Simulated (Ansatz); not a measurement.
Born–Oppenheimer molecular dynamics of a periodic cell of 19 atoms, Al (surface Al(111), adsorbate Al). It starts from a relaxed structure.

The calculation used Ansatz, DFT PBE, scalar-relativistic, plane waves, PAW. Settings: accuracy low, cutoff 420 eV, k mesh 2x2x1, fermi-dirac smearing 0.1 eV, no spin polarisation.

- ensemble: NVE (velocity Verlet)
- time step: 2 fs
- steps asked: 100
- starting velocities drawn for: 600 K
- atoms held: 1 to 6
- seed: 644495

First frame:

```xyz
19
Lattice="5.7276 0.0000 0.0000 4.2957 7.4403 0.0000 0.0000 0.0000 15.6765" Properties=species:S:1:pos:R:3
Al 1.432 0.827 1.000
Al 4.296 0.827 1.000
Al 2.864 3.307 1.000
Al 5.728 3.307 1.000
Al 4.296 5.787 1.000
Al 7.160 5.787 1.000
Al -0.018 1.636 3.413
Al 2.884 1.621 3.429
Al 1.446 4.080 3.423
Al 4.279 4.081 3.439
Al 2.858 6.573 3.410
Al 5.734 6.563 3.441
Al 0.053 -0.034 5.783
Al 2.813 -0.027 5.826
Al 1.429 2.399 5.801
Al 4.294 2.409 5.817
Al 2.861 4.783 5.847
Al 5.704 4.853 5.931
Al 8.624 6.519 7.871
```

Task: What does the run give?

Result: All steps were run.

| Quantity | Value |
| --- | --- |
| steps done | 100 |
| time covered | 200 fs |
| mean temperature over the second half | 297 K |
| spread of the potential energy over the second half | 4.7 meV per atom |
| mean potential energy of the second half above the start | 26.8 meV per atom |

The conserved energy stayed within 0.067 meV per atom of its start (net change 0.021 meV per atom), so the integration is sound. The temperature averaged 0.49 of the 600 K drawn at the start: a run that starts near a minimum puts about half its kinetic energy into the potential. A run of 0.2 ps of so small a system gives no equilibrium averages. Limits of this set-up: coarse k mesh, thin slab, slab without dipole correction, low accuracy level.

Task: What happens to the structure?

Result: Mean squared displacements from the first frame to the last: Al 0.07 Å². The details hang on the random start.

Task: How do temperature and energy run in time?

Result: 
```json
{"time (fs)": "0.0", "T (K)": "600", "potential energy less start (eV)": "0.000", "conserved less start (meV/atom)": "0.00"}
{"time (fs)": "6.0", "T (K)": "573", "potential energy less start (eV)": "0.045", "conserved less start (meV/atom)": "0.01"}
{"time (fs)": "12.0", "T (K)": "498", "potential energy less start (eV)": "0.172", "conserved less start (meV/atom)": "0.02"}
{"time (fs)": "18.0", "T (K)": "390", "potential energy less start (eV)": "0.353", "conserved less start (meV/atom)": "0.03"}
{"time (fs)": "24.0", "T (K)": "274", "potential energy less start (eV)": "0.549", "conserved less start (meV/atom)": "0.05"}
{"time (fs)": "30.0", "T (K)": "175", "potential energy less start (eV)": "0.716", "conserved less start (meV/atom)": "0.06"}
{"time (fs)": "36.0", "T (K)": "114", "potential energy less start (eV)": "0.819", "conserved less start (meV/atom)": "0.07"}
{"time (fs)": "42.0", "T (K)": "101", "potential energy less start (eV)": "0.839", "conserved less start (meV/atom)": "0.06"}
{"time (fs)": "48.0", "T (K)": "135", "potential energy less start (eV)": "0.782", "conserved less start (meV/atom)": "0.06"}
{"time (fs)": "54.0", "T (K)": "202", "potential energy less start (eV)": "0.670", "conserved less start (meV/atom)": "0.04"}
{"time (fs)": "60.0", "T (K)": "282", "potential energy less start (eV)": "0.535", "conserved less start (meV/atom)": "0.03"}
{"time (fs)": "66.0", "T (K)": "358", "potential energy less start (eV)": "0.407", "conserved less start (meV/atom)": "0.03"}
{"time (fs)": "72.0", "T (K)": "416", "potential energy less start (eV)": "0.310", "conserved less start (meV/atom)": "0.02"}
{"time (fs)": "78.0", "T (K)": "446", "potential energy less start (eV)": "0.260", "conserved less start (meV/atom)": "0.02"}
{"time (fs)": "84.0", "T (K)": "443", "potential energy less start (eV)": "0.265", "conserved less start (meV/atom)": "0.02"}
{"time (fs)": "90.0", "T (K)": "409", "potential energy less start (eV)": "0.322", "conserved less start (meV/atom)": "0.02"}
{"time (fs)": "96.0", "T (K)": "351", "potential energy less start (eV)": "0.418", "conserved less start (meV/atom)": "0.03"}
{"time (fs)": "102.0", "T (K)": "287", "potential energy less start (eV)": "0.527", "conserved less start (meV/atom)": "0.04"}
{"time (fs)": "108.0", "T (K)": "233", "potential energy less start (eV)": "0.617", "conserved less start (meV/atom)": "0.05"}
{"time (fs)": "114.0", "T (K)": "205", "potential energy less start (eV)": "0.666", "conserved less start (meV/atom)": "0.05"}
{"time (fs)": "120.0", "T (K)": "205", "potential energy less start (eV)": "0.665", "conserved less start (meV/atom)": "0.05"}
{"time (fs)": "126.0", "T (K)": "229", "potential energy less start (eV)": "0.625", "conserved less start (meV/atom)": "0.04"}
{"time (fs)": "132.0", "T (K)": "264", "potential energy less start (eV)": "0.565", "conserved less start (meV/atom)": "0.03"}
{"time (fs)": "138.0", "T (K)": "297", "potential energy less start (eV)": "0.510", "conserved less start (meV/atom)": "0.02"}
{"time (fs)": "144.0", "T (K)": "317", "potential energy less start (eV)": "0.476", "conserved less start (meV/atom)": "0.02"}
{"time (fs)": "150.0", "T (K)": "322", "potential energy less start (eV)": "0.468", "conserved less start (meV/atom)": "0.03"}
{"time (fs)": "156.0", "T (K)": "316", "potential energy less start (eV)": "0.477", "conserved less start (meV/atom)": "0.03"}
{"time (fs)": "162.0", "T (K)": "308", "potential energy less start (eV)": "0.491", "conserved less start (meV/atom)": "0.03"}
{"time (fs)": "168.0", "T (K)": "305", "potential energy less start (eV)": "0.497", "conserved less start (meV/atom)": "0.04"}
{"time (fs)": "174.0", "T (K)": "310", "potential energy less start (eV)": "0.489", "conserved less start (meV/atom)": "0.04"}
{"time (fs)": "180.0", "T (K)": "324", "potential energy less start (eV)": "0.464", "conserved less start (meV/atom)": "0.04"}
{"time (fs)": "186.0", "T (K)": "349", "potential energy less start (eV)": "0.422", "conserved less start (meV/atom)": "0.04"}
{"time (fs)": "192.0", "T (K)": "377", "potential energy less start (eV)": "0.375", "conserved less start (meV/atom)": "0.03"}
{"time (fs)": "198.0", "T (K)": "396", "potential energy less start (eV)": "0.343", "conserved less start (meV/atom)": "0.02"}
```

The run took 6.6 min on 1 CPU thread of a shared host.
